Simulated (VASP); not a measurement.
# W (Fm-3m) in VASP: further runs, part 2 of 2

VASP 6.6.1. Earlier steps stand in the parts before.

## 5. Single point, PBEsol

File INCAR:

```
SYSTEM = W
ALGO = Fast ; EDIFF = 1E-7
ENCUT = 520 ; GGA = PS
ISIF = 2 ; ISMEAR = 0
LASPH = .True. ; LCHARG = .False.
LREAL = .False. ; LWAVE = .False.
NBANDS = 13 ; NELM = 80
PREC = Accurate ; SIGMA = 0.1
```

File KPOINTS:

```
k-points
0
Gamma
  18 18 18
  0 0 0
```

File POSCAR:

```
W
1.0
    0.0000000000      1.9989957657      1.9989957657
    1.9989957657      0.0000000000      1.9989957657
    1.9989957657      1.9989957657      0.0000000000
W
1
Direct
    0.0000000000      0.0000000000      0.0000000000
```

Potentials or basis: VASP PAW PBE potentials, release 64 (W_sv).

On the command line:

```bash
cat potpaw_PBE.64/W_sv/POTCAR > POTCAR
mpirun -np 1 vasp_std > vasp.out
```

OUTCAR:

```text
SYSTEM = W
   EDIFF = 1E-7
   ENCUT = 520
   GGA = PS
   ISIF = 2
   ISMEAR = 0
   LASPH = .True.
   LREAL = .False.
   NELM = 80
   PREC = Accurate

 ion  position               nearest neighbor table
   1  0.000  0.000  0.000-

  LATTYP: Found a face centered cubic cell.
 ALAT       =     3.9979915314

  Lattice vectors:

 A1 = (   0.0000000000,   1.9989957657,   1.9989957657)
 A2 = (   1.9989957657,   0.0000000000,   1.9989957657)
 A3 = (   1.9989957657,   1.9989957657,   0.0000000000)

Analysis of symmetry for initial positions (statically):
=====================================================================
 Subroutine PRICEL returns:
 Original cell was already a primitive cell.

 Routine SETGRP: Setting up the symmetry group for a
 face centered cubic supercell.

 Subroutine GETGRP returns: Found 48 space group operations
 (whereof 48 operations were pure point group operations)
 out of a pool of 48 trial point group operations.

The static configuration has the point symmetry O_h .

Analysis of symmetry for dynamics (positions and initial velocities):
=====================================================================
 Subroutine PRICEL returns:
 Original cell was already a primitive cell.

 Routine SETGRP: Setting up the symmetry group for a
 face centered cubic supercell.

 Subroutine GETGRP returns: Found 48 space group operations
 (whereof 48 operations were pure point group operations)
 out of a pool of 48 trial point group operations.

The dynamic configuration has the point symmetry O_h .

 Subroutine INISYM returns: Found 48 space group operations
 (whereof 48 operations are pure point group operations),
 and found     1 'primitive' translations

----------------------------------------------------------------------------------------

                                     Primitive cell

  volume of cell :      15.9759

  direct lattice vectors                    reciprocal lattice vectors
     0.000000000  1.998995766  1.998995766    -0.250125592  0.250125592  0.250125592
     1.998995766  0.000000000  1.998995766     0.250125592 -0.250125592  0.250125592
     1.998995766  1.998995766  0.000000000     0.250125592  0.250125592 -0.250125592

  length of vectors
     2.827006923  2.827006923  2.827006923     0.433230234  0.433230234  0.433230234

  position of ions in fractional coordinates (direct lattice)
     0.000000000  0.000000000  0.000000000

  ion indices of the primitive-cell ions
   primitive index   ion index
                 1           1

----------------------------------------------------------------------------------------

 KPOINTS: k-points

Automatic generation of k-mesh.
 Grid dimensions read from file:
 generate k-points for:   18   18   18

 Generating k-lattice:

  Cartesian coordinates                     Fractional coordinates (reciprocal lattice)
    -0.013895866  0.013895866  0.013895866     0.055555556  0.000000000  0.000000000
     0.013895866 -0.013895866  0.013895866     0.000000000  0.055555556  0.000000000
     0.013895866  0.013895866 -0.013895866     0.000000000  0.000000000  0.055555556

  Length of vectors
     0.024068346  0.024068346  0.024068346

  Shift w.r.t. Gamma in fractional coordinates (k-lattice)
     0.000000000  0.000000000  0.000000000

 Subroutine IBZKPT returns following result:
 ===========================================

 Found    195 irreducible k-points:

 Following reciprocal coordinates:
            Coordinates               Weight
  0.000000  0.000000  0.000000      1.000000
  0.055556  0.000000  0.000000      8.000000
  0.111111  0.000000  0.000000      8.000000
  0.166667  0.000000  0.000000      8.000000
  0.222222  0.000000  0.000000      8.000000
  0.277778  0.000000  0.000000      8.000000
[... 16 lines left out ...]
 -0.277778  0.055556  0.000000     24.000000
 -0.222222  0.055556  0.000000     24.000000
 [... further k-points ...]
   k-points           NKPTS =    195   k-points in BZ     NKDIM =    195   number of bands    NBANDS=     13
   number of dos      NEDOS =    301   number of ions     NIONS =      1
   total plane-waves  NPLWV =  13824
   dimension x,y,z NGX =    24 NGY =   24 NGZ =   24
   dimension x,y,z NGXF=    48 NGYF=   48 NGZF=   48
   ions per type =               1
   NGX,Y,Z   is equivalent  to a cutoff of  14.11, 14.11, 14.11 a.u.
   NGXF,Y,Z  is equivalent  to a cutoff of  28.23, 28.23, 28.23 a.u.
 SYSTEM =  W
   PREC   = accura    normal or accurate (medium, high low for compatibility)
   ISTART =      0    job   : 0-new  1-cont  2-samecut
   ICHARG =      2    charge: 1-file 2-atom 10-const
   ISPIN  =      1    spin polarized calculation?
   LNONCOLLINEAR =      F non collinear calculations
   LSORBIT =      F    spin-orbit coupling
   LASPH  =      T    aspherical Exc in radial PAW
   ENCUT  =  520.0 eV  38.22 Ry    6.18 a.u.   5.26  5.26  5.26*2*pi/ulx,y,z
   NELM   =     80;   NELMIN=  2; NELMDL= -5     # of ELM steps
   EDIFF  = 0.1E-06   stopping-criterion for ELM
   LREAL  =      F    real-space projection
   EDIFFG = 0.1E-05   stopping-criterion for IOM
   NSW    =      0    number of steps for IOM
   IBRION =     -1    ionic relax: 0-MD 1-quasi-New 2-CG
   NFREE  =      0    steps in history (QN), initial steepest desc. (CG)
   ISIF   =      2    stress and relaxation
   ISYM   =      2    0-nonsym 1-usesym 2-fastsym
   POTIM  = 0.5000    time-step for ionic-motion
   TEBEG  =    0.0;   TEEND  =   0.0 temperature during run
   PSTRESS=    0.0 pullay stress
   NELECT =      14.0000    total number of electrons
   NUPDOWN=      -1.0000    fix difference up-down
   EMIN   =  10.00;   EMAX   =-10.00  energy-range for DOS
   EFERMI =   0.00;   METHOD = LEGACY
   ISMEAR =     0;   SIGMA  =   0.10  broadening in eV -4-tet -1-fermi 0-gaus
   EFERMI_NEDOS =   21; number of points for ismear=-14 and -15
   IALGO  =     68    algorithm
   IMIX   =      4    mixing-type and parameters
     AMIX     =   0.40;   BMIX     =  1.00
     AMIX_MAG =   1.60;   BMIX_MAG =  1.00
  volume/ion in A,a.u.               =      15.98       107.81
  Fermi-wavevector in a.u.,A,eV,Ry     =   1.566615  2.960473 33.392545  2.454283
  Thomas-Fermi vector in A             =   2.668917
   LORBIT       =      0    0 simple, 1 ext, 2 COOP (PROOUT), +10 PAW based schemes
   GGA     = PS    functional components
   LHFCALC =     F    Hartree Fock is set to
   AEXX    =    0.0000 exact exchange contribution
   IVDW    =     0    specifies the selected vdW correction
   LEPSILON=     F    determine dielectric tensor
   LRPA    =     F    only Hartree local field effects (RPA)
 non-spin polarized calculation
 RMM-DIIS sequential band-by-band and
 Gauss-broadening in eV      SIGMA  =   0.10
  energy-cutoff  :      520.00
  volume of cell :       15.98
 maximum number of plane-waves:       444
 NGX is ok and might be reduce to    24
   NGX = 11   NGY = 11   NGZ = 11

 number of electron      14.0000000 magnetization

 Free energy of the ion-electron system (eV)
  ---------------------------------------------------
  ext. energy  EPLUGINS =         0.00000000
  ---------------------------------------------------
  free energy    TOTEN  =       -13.31318479 eV

  energy without entropy =      -13.30668749  energy(sigma->0) =      -13.30993614

 E-fermi :  10.6757     XC(G=0): -13.7071

 val. band max:       10.6705953279   @ k =   0.3889   0.1111   0.0000
 cond. band min:      10.6778079536   @ k =  -0.4444   0.3333   0.0000
 fundamental gap:      0.0072126256
 Fermi energy:        10.6756963564

 k-point     1 :       0.0000    0.0000    0.0000
  band No.  band energies     occupation
      1     -62.8903      2.00000
      2     -26.4804      2.00000
      3     -26.4804      2.00000
      4     -26.4804      2.00000
      5       1.5438      2.00000
      6      10.0938      2.00000
      7      10.0938      2.00000
      8      10.0938      2.00000
      9      13.3327      0.00000
     10      13.3327      0.00000
     11      23.5505      0.00000
     12      28.8652      0.00000
     13      28.8652      0.00000
[... 353 lines left out ...]
 k-point    24 :      -0.2222    0.0556    0.0000
  band No.  band energies     occupation
      1     -62.8314      2.00000
      2     -27.1015      2.00000
      3     -26.6031      2.00000
      4     -26.5469      2.00000
      5       3.8146      2.00000
      6       8.9789      2.00000
      7      10.5147      1.97720
      8      10.6673      1.09402
      9      12.8230      0.00000
     10      13.8990      0.00000
     11      24.2406      0.00000
     12      27.8247      0.00000
     13      32.0870      0.00000

 [... further k-points ...]

------------------------ aborting loop because EDIFF is reached ----------------------------------------

  FORCE on cell =-STRESS in cart. coord.  units (eV):
  Direction    XX          YY          ZZ          XY          YZ          ZX
  --------------------------------------------------------------------------------------
  -------------------------------------------------------------------------------------
  Total        0.0682145      0.0682145      0.0682145     -0.0000000     -0.0000000     -0.0000000
  in kB        6.8410372      6.8410372      6.8410372     -0.0000000     -0.0000000     -0.0000000
  external PRESSURE =       6.8410372 kB  Pullay stress =       0.0000000 kB

 VOLUME and BASIS-vectors are now :
 -----------------------------------------------------------------------------
  energy-cutoff  :      520.00
  volume of cell :       15.98
      direct lattice vectors                 reciprocal lattice vectors
     0.000000000  1.998995766  1.998995766    -0.250125592  0.250125592  0.250125592
     1.998995766  0.000000000  1.998995766     0.250125592 -0.250125592  0.250125592
     1.998995766  1.998995766  0.000000000     0.250125592  0.250125592 -0.250125592

 POSITION                                       TOTAL-FORCE (eV/Angst)
 -----------------------------------------------------------------------------------
      0.00000      0.00000      0.00000        -0.000000     -0.000000      0.000000
 -----------------------------------------------------------------------------------
    total drift:                                0.000000      0.000000     -0.000000

  FREE ENERGIE OF THE ION-ELECTRON SYSTEM (eV)
  ---------------------------------------------------
  free  energy   TOTEN  =       -13.3131847915 eV

  energy  without entropy=      -13.3066874853  energy(sigma->0) =      -13.30993614
```

OSZICAR:

```text
N       E                     dE             d eps       ncg     rms          rms(c)
DAV:   1     0.827866952191E+02    0.82787E+02   -0.74903E+03  5102   0.123E+03
DAV:   2    -0.123627321089E+02   -0.95149E+02   -0.91644E+02  5600   0.314E+02
DAV:   3    -0.139722371170E+02   -0.16095E+01   -0.16009E+01  5680   0.394E+01
DAV:   4    -0.139789407483E+02   -0.67036E-02   -0.67034E-02  5635   0.281E+00
DAV:   5    -0.139789981459E+02   -0.57398E-04   -0.57397E-04  5760   0.244E-01    0.207E+01
RMM:   6    -0.134521684895E+02    0.52683E+00   -0.41273E-01  5502   0.590E+00    0.854E+00
RMM:   7    -0.133171248385E+02    0.13504E+00   -0.27765E-01  5546   0.482E+00    0.683E-01
RMM:   8    -0.133132882787E+02    0.38366E-02   -0.10898E-02  6237   0.115E+00    0.204E-01
RMM:   9    -0.133131789011E+02    0.10938E-03   -0.15828E-03  6123   0.476E-01    0.231E-02
RMM:  10    -0.133131884929E+02   -0.95918E-05   -0.20415E-04  6518   0.176E-01    0.874E-03
RMM:  11    -0.133131835423E+02    0.49506E-05   -0.48030E-05  6422   0.834E-02    0.583E-03
RMM:  12    -0.133131846856E+02   -0.11433E-05   -0.11478E-05  6542   0.404E-02    0.130E-03
RMM:  13    -0.133131846040E+02    0.81621E-07   -0.21764E-06  5769   0.175E-02    0.346E-03
RMM:  14    -0.133131847728E+02   -0.16881E-06   -0.73537E-07  4813   0.933E-03    0.827E-04
RMM:  15    -0.133131847915E+02   -0.18753E-07   -0.10907E-07  3765   0.368E-03
   1 F= -.13313185E+02 E0= -.13309936E+02  d E =-.649731E-02
```

Run time: 16 s. Hardware: 1 thread of Intel Xeon 6975P-C (Granite Rapids), shared host; peak memory 0.16 GiB.

Results:

```
Free energy            : -13.3132 eV
Pressure               : 0.7 GPa
Band gap on the k mesh : none (metal or under the smearing width)
```

Levels at points of the mesh, in eV from the Fermi level:
```csv
k point,band 4,band 5,band 6,band 7,band 8,band 9,band 10,band 11
"(0.00, 0.00, 0.00)",-37.16,-9.13,-0.58,-0.58,-0.58,2.66,2.66,12.87
"(0.50, 0.00, 0.00)",-37.32,-5.74,-0.83,-0.83,0.75,5.25,5.25,10.70
"(0.50, 0.50, 0.00)",-37.61,-5.68,-4.68,3.23,5.21,6.02,6.02,11.98
```

Caveat: the PAW data sets were made with another functional, which shifts forces and pressure a little.

## 6. Overview

| cell | k mesh | gap on the mesh (eV) | pressure (GPa) |
| --- | --- | --- | --- |
| all atoms moved at random, cell strained at random | 16 × 16 × 16 | none | -5.3 |
| strained and moved within a subgroup | 18 × 18 × 18 | none | -1.8 |
| strained and moved within the space group | 18 × 18 × 18 | none | 10.9 |
| as given | 18 × 18 × 18 | none | 0.7 |

Alike in all rows: task single point; level PBEsol; potentials or basis VASP PAW PBE potentials, release 64 (W_sv); no spin polarisation; cutoff (eV) 520; smearing gaussian 0.1 eV.

Caveats: the PAW data sets were made with another functional, which shifts forces and pressure a little.

Total energies depend on the potentials used, so only differences within one code and one set of settings carry meaning.
